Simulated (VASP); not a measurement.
# Ni (P6_3/mmc) in VASP: notebook

One crystal, Ni, is run at these levels: PBE; tasks: single point.

All numbers are computed with VASP 6.6.1; they aren't measurements. Logs are shortened: lines on timing, memory, paths and dates and some standing lists are left out, and cuts for length are marked.

**1. The structure**

It takes space group P6_3/mmc (No. 194, hexagonal). Conventional cell: a = 2.448 Å, b = 2.448 Å, c = 4.073 Å, α = 90.00°, β = 90.00°, γ = 120.00°. Ni (site symmetry -6m2) has 12 Ni at 2.45 to 2.48 Å as nearest neighbours.

This isn't the form of Ni at room conditions, which is fcc.

**2. Single point, PBE, collinear spin, ferromagnetic start**

INCAR

```
  ADDGRID = F
  ALGO = Normal
  EDIFF = 1E-6
  ENCUT = 350
  GGA = PE
  ISIF = 2
  ISMEAR = 0
  ISPIN = 2
  LASPH = T
  LCHARG = F
  LMAXMIX = 4
  LORBIT = 11
  LREAL = F
  LWAVE = F
  MAGMOM = 1 1
  NBANDS = 21
  NELM = 100
  PREC = Accurate
  SIGMA = 0.1
```

KPOINTS

```
k-points
0
Gamma
  13 13 7
```

POSCAR

```
Ni
1.0
    2.4480228978      0.0000000000      0.0000000000
   -1.2240114489      2.1200500186      0.0000000000
    0.0000000000      0.0000000000      4.0728075700
Ni
2
Direct
    0.6666666667      0.3333333333      0.7500000000
    0.3333333333      0.6666666667      0.2500000000
```

Potentials or basis: VASP PAW PBE potentials, release 64 (Ni).

On the command line:

```
$ cat potpaw_PBE.64/Ni/POTCAR > POTCAR
$ mpirun -np 1 vasp_std > vasp.out
```

OUTCAR:

```text
EDIFF = 1E-6
   ENCUT = 350
   GGA = PE
   ISIF = 2
   ISMEAR = 0
   ISPIN = 2
   LASPH = T
   LORBIT = 11
   LREAL = F
   NELM = 100
   PREC = Accurate

 Found     84 irreducible k-points:

 Following reciprocal coordinates:
            Coordinates               Weight
  0.000000  0.000000  0.000000      1.000000
  0.076923 -0.000000  0.000000      6.000000
  0.153846  0.000000  0.000000      6.000000
  0.230769 -0.000000  0.000000      6.000000
  0.307692  0.000000  0.000000      6.000000
  0.384615  0.000000  0.000000      6.000000
   k-points           NKPTS =     84   k-points in BZ     NKDIM =     84   number of bands    NBANDS=     21
   number of dos      NEDOS =    301   number of ions     NIONS =      2
   total plane-waves  NPLWV =   7168
   dimension x,y,z NGX =    16 NGY =   16 NGZ =   28
   dimension x,y,z NGXF=    32 NGYF=   32 NGZF=   56
   ions per type =               2
   NGX,Y,Z   is equivalent  to a cutoff of  10.87, 10.87, 11.43 a.u.
   NGXF,Y,Z  is equivalent  to a cutoff of  21.73, 21.73, 22.86 a.u.
 SYSTEM =  unknown system
   PREC   = accura    normal or accurate (medium, high low for compatibility)
   ISTART =      0    job   : 0-new  1-cont  2-samecut
   ICHARG =      2    charge: 1-file 2-atom 10-const
   ISPIN  =      2    spin polarized calculation?
   LNONCOLLINEAR =      F non collinear calculations
   LSORBIT =      F    spin-orbit coupling
   LASPH  =      T    aspherical Exc in radial PAW
   ENCUT  =  350.0 eV  25.72 Ry    5.07 a.u.   3.73  3.73  6.21*2*pi/ulx,y,z
   NELM   =    100;   NELMIN=  2; NELMDL= -5     # of ELM steps
   EDIFF  = 0.1E-05   stopping-criterion for ELM
   LREAL  =      F    real-space projection
   EDIFFG = 0.1E-04   stopping-criterion for IOM
   NSW    =      0    number of steps for IOM
   IBRION =     -1    ionic relax: 0-MD 1-quasi-New 2-CG
   NFREE  =      0    steps in history (QN), initial steepest desc. (CG)
   ISIF   =      2    stress and relaxation
   ISYM   =      2    0-nonsym 1-usesym 2-fastsym
   POTIM  = 0.5000    time-step for ionic-motion
   TEBEG  =    0.0;   TEEND  =   0.0 temperature during run
   PSTRESS=    0.0 pullay stress
   NELECT =      20.0000    total number of electrons
   NUPDOWN=      -1.0000    fix difference up-down
   EMIN   =  10.00;   EMAX   =-10.00  energy-range for DOS
   EFERMI =   0.00;   METHOD = LEGACY
   ISMEAR =     0;   SIGMA  =   0.10  broadening in eV -4-tet -1-fermi 0-gaus
   EFERMI_NEDOS =   21; number of points for ismear=-14 and -15
   IALGO  =     38    algorithm
   IMIX   =      4    mixing-type and parameters
     AMIX     =   0.40;   BMIX     =  1.00
     AMIX_MAG =   1.60;   BMIX_MAG =  1.00
  volume/ion in A,a.u.               =      10.57        71.32
  Fermi-wavevector in a.u.,A,eV,Ry     =   1.607187  3.037143 35.144518  2.583049
  Thomas-Fermi vector in A             =   2.703255
   LORBIT       =     11    0 simple, 1 ext, 2 COOP (PROOUT), +10 PAW based schemes
   GGA     = PE    functional components
   LHFCALC =     F    Hartree Fock is set to
   AEXX    =    0.0000 exact exchange contribution
   IVDW    =     0    specifies the selected vdW correction
   LEPSILON=     F    determine dielectric tensor
   LRPA    =     F    only Hartree local field effects (RPA)
 spin polarized calculation
 Gauss-broadening in eV      SIGMA  =   0.10
  energy-cutoff  :      350.00
  volume of cell :       21.14
 maximum number of plane-waves:       325
 NGX is ok and might be reduce to    16
   NGX =  7   NGY =  7   NGZ = 13

 number of electron      20.0000025 magnetization       1.2424080

 Free energy of the ion-electron system (eV)
  ---------------------------------------------------
  ext. energy  EPLUGINS =         0.00000000
  ---------------------------------------------------
  free energy    TOTEN  =       -10.89630652 eV

  energy without entropy =      -10.87384819  energy(sigma->0) =      -10.88507735

 E-fermi :   9.8183     XC(G=0): -13.4292

 val. band max:        9.8165783628   @ k =   0.3077   0.3077   0.0000
 cond. band min:       9.8207700348   @ k =   0.2308   0.0769   0.2857
 fundamental gap:      0.0041916720
 Fermi energy:         9.8183246568

 spin component 1

 k-point     1 :       0.0000    0.0000    0.0000
  band No.  band energies     occupation
      1       0.5760      1.00000
      2       4.7920      1.00000
      3       7.2429      1.00000
      4       7.4042      1.00000
      5       7.4042      1.00000
      6       7.6676      1.00000
[... 13 lines left out ...]
     20      36.5617      0.00000
     21      40.4883      0.00000
[... 97 lines left out ...]
 k-point     6 :       0.3846    0.0000    0.0000
  band No.  band energies     occupation
      1       4.5871      1.00000
      2       5.5154      1.00000
      3       5.7970      1.00000
      4       6.9862      1.00000
      5       7.4965      1.00000
      6       7.5228      1.00000
[... 13 lines left out ...]
     20      35.8322      0.00000
     21      38.1052      0.00000

 [... further k-points ...]

 spin component 2

 k-point     1 :       0.0000    0.0000    0.0000
  band No.  band energies     occupation
      1       0.5468      1.00000
      2       5.1879      1.00000
      3       7.9481      1.00000
      4       8.0780      1.00000
      5       8.0780      1.00000
      6       8.3598      1.00000
[... 13 lines left out ...]
     20      36.6437      0.00000
     21      40.5674      0.00000
[... 97 lines left out ...]
 k-point     6 :       0.3846    0.0000    0.0000
  band No.  band energies     occupation
      1       4.7443      1.00000
      2       6.0446      1.00000
      3       6.2385      1.00000
      4       7.4045      1.00000
      5       8.0819      1.00000
      6       8.1097      1.00000
[... 13 lines left out ...]
     20      35.9318      0.00000
     21      38.1485      0.00000

 [... further k-points ...]

------------------------ aborting loop because EDIFF is reached ----------------------------------------

  FORCE on cell =-STRESS in cart. coord.  units (eV):
  Direction    XX          YY          ZZ          XY          YZ          ZX
  --------------------------------------------------------------------------------------
  -------------------------------------------------------------------------------------
  Total        0.9619368      0.9619368      0.5742202      0.0000000      0.0000000      0.0000000
  in kB       72.9124443     72.9124443     43.5244746      0.0000000      0.0000000      0.0000000
  external PRESSURE =      63.1164544 kB  Pullay stress =       0.0000000 kB

 VOLUME and BASIS-vectors are now :
 -----------------------------------------------------------------------------
  energy-cutoff  :      350.00
  volume of cell :       21.14
      direct lattice vectors                 reciprocal lattice vectors
     2.448022898  0.000000000  0.000000000     0.408492911  0.235843492  0.000000000
    -1.224011449  2.120050019  0.000000000     0.000000000  0.471686984  0.000000000
     0.000000000  0.000000000  4.072807570     0.000000000  0.000000000  0.245530873

 POSITION                                       TOTAL-FORCE (eV/Angst)
 -----------------------------------------------------------------------------------
      1.22401      0.70668      3.05461        -0.000000      0.000000      0.000000
     -0.00000      1.41337      1.01820         0.000000      0.000000      0.000000
 -----------------------------------------------------------------------------------
    total drift:                               -0.000000      0.000000     -0.000000

  FREE ENERGIE OF THE ION-ELECTRON SYSTEM (eV)
  ---------------------------------------------------
  free  energy   TOTEN  =       -10.8963065157 eV

  energy  without entropy=      -10.8738481907  energy(sigma->0) =      -10.88507735

 total charge

# of ion       s       p       d       tot
------------------------------------------
    1        0.510   0.524   8.322   9.356
    2        0.510   0.524   8.322   9.356
--------------------------------------------------
tot          1.020   1.048  16.644  18.711

 magnetization (x)

# of ion       s       p       d       tot
------------------------------------------
    1       -0.005  -0.025   0.660   0.631
    2       -0.005  -0.025   0.660   0.631
--------------------------------------------------
tot         -0.010  -0.050   1.321   1.261
```

stdout:

```text
POSCAR found type information on POSCAR Ni
 POSCAR found :  1 types and       2 ions
 scaLAPACK will be used
 LDA part: xc-table for (Slater+PW92), standard interpolation
 POSCAR, INCAR and KPOINTS ok, starting setup
 FFT: planning ... GRIDC
 FFT: planning ... GRID_SOFT
 FFT: planning ... GRID
 WAVECAR not read
 entering main loop
```

Run time: 18 s. Hardware: 1 thread of AMD EPYC 9R45 (Zen 5), shared host; peak memory 0.12 GiB.

The run converged, but some of its settings lie outside the range that counts as converged, so its numbers aren't taken as properties of the crystal.

Results:

```
Free energy                                           : -10.8963 eV
Pressure                                              : 6.3 GPa
Band gap on the k mesh                                : none (metal or under the smearing width)
Net moment                                            : 1.24 μB per cell
Site moments                                          : Ni +0.63 μB
Valence electrons inside the program's atomic spheres : Ni 9.36
```

**3. Single point, PBE, collinear spin, ferromagnetic start**

INCAR, as its differences from that of step 2:

```diff
@@ -3,3 +3,3 @@
   EDIFF = 1E-6
-  ENCUT = 350
+  ENCUT = 250
   GGA = PE
```

KPOINTS

```
k-points
0
Gamma
  16 16 9
```

POSCAR is that of step 2.

Potentials or basis: VASP PAW PBE potentials, release 64 (Ni).

On the command line:

```
$ cat potpaw_PBE.64/Ni/POTCAR > POTCAR
$ mpirun -np 1 vasp_std > vasp.out
```

Wall time 22 s (1 thread of AMD EPYC 9R45 (Zen 5), shared host); peak memory 0.11 GiB.

The run converged, but a check on its numbers failed (symmetry, net force, bounds or a known fault of this set-up), so they aren't taken as properties of the crystal.

Caveat: the cutoff lies under the usual one of these potentials, so the numbers hold a large basis-set error.

**4. Single point, PBE, collinear spin, ferromagnetic start**

INCAR, as its differences from that of step 3:

```diff
@@ -3,3 +3,3 @@
   EDIFF = 1E-6
-  ENCUT = 250
+  ENCUT = 550
   GGA = PE
```

KPOINTS

```
k-points
0
Gamma
  11 11 6
```

POSCAR is that of step 3.

On the command line:

```
$ cat potpaw_PBE.64/Ni/POTCAR > POTCAR
$ mpirun -np 1 vasp_std > vasp.out
```

Run time: 24 s. Hardware: 1 thread of AMD EPYC 9R45 (Zen 5), shared host; peak memory 0.14 GiB.

These settings aren't checked as converged: the numbers below hold their error.

What came out:

- Free energy: -10.8833 eV
- Pressure: 6.6 GPa
- Band gap on the k mesh: none (metal or under the smearing width)
- Net moment: 1.13 μB per cell
- Site moments: Ni +0.57 μB
- Valence electrons inside the program's atomic spheres: Ni 9.37
